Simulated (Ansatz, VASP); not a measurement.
ZnS (Wurtzite-2H): VASP beside Ansatz

File INCAR:

```
  PREC = Accurate
  ENCUT = 520
  EDIFF = 1E-7
  ISMEAR = -1
  SIGMA = 0.05
  LREAL = False
  LASPH = True
  NELM = 100
  ALGO = Fast
  ISIF = 2
  LWAVE = False
  LCHARG = True
  GGA = PE
  LELF = True
  LVHAR = True
  NBANDS = 26
```

Contents of KPOINTS:

```
Automatic mesh
0
Gamma
  6 6 3
```

File POSCAR:

```
ZnS
1.0
    3.8110000000      0.0000000000      0.0000000000
   -1.9055000000      3.3004228138      0.0000000000
    0.0000000000      0.0000000000      6.2340000000
Zn S
2 2
Direct
    0.6666666667      0.3333333333      0.5000000000
    0.3333333333      0.6666666667      0.0000000000
    0.6666666667      0.3333333333      0.8850000000
    0.3333333333      0.6666666667      0.3850000000
```

Contents of input.yaml:

```yaml
crystal:
  lattice:
    - [3.811, 0.0, 0.0]
    - [-1.9055, 3.3004228138, 0.0]
    - [0.0, 0.0, 6.234]
  atoms:
    - { symbol: Zn, position: [0.6666666667, 0.3333333333, 0.5] }
    - { symbol: Zn, position: [0.3333333333, 0.6666666667, 0.0] }
    - { symbol: S, position: [0.6666666667, 0.3333333333, 0.885] }
    - { symbol: S, position: [0.3333333333, 0.6666666667, 0.385] }
hamiltonian:
  xc: pbe
  pseudopotentials: { kind: paw }
kpoints:
  mp_grid: { grid: [6, 6, 3] }
scf:
  occupations: { method: fermi_dirac, width: 0.05 }
output:
  forces: true
  stress: true
  eigenvalues: true
```

Alike in both runs: task single point; functional PBE; k mesh 6 × 6 × 3; occupations fermi-dirac, width 0.05 eV; no spin polarisation.

|  | VASP | Ansatz |
| --- | --- | --- |
| version | VASP 6.6.1 | Ansatz 0.2.0 |
| potentials or method | VASP PAW PBE potentials, release 64 (Zn, S) | Ansatz PAW |
| plane-wave cutoff (eV) | 520 | 420 |
| valence electrons in the cell | 36 | 36 |

```tsv
	VASP	Ansatz	Ansatz less VASP
gap on the k mesh at the Fermi level (eV)	2.25	2.25	-0.005
least direct gap on the mesh (eV)	2.25	2.25	-0.005
pressure (GPa)	2.6	2.3	-0.23
largest component of the traceless stress (GPa)	1.38	1.36	-0.022
rms of the force components (eV/Å)	0.187	0.185	-0.0019
```

Atom by atom the forces differ by 0.002 eV/Å (rms over components).

Caveats: odd divisions of the mesh miss points on the zone boundary, where band edges often lie, so the gap on the mesh can be too wide (Ansatz).
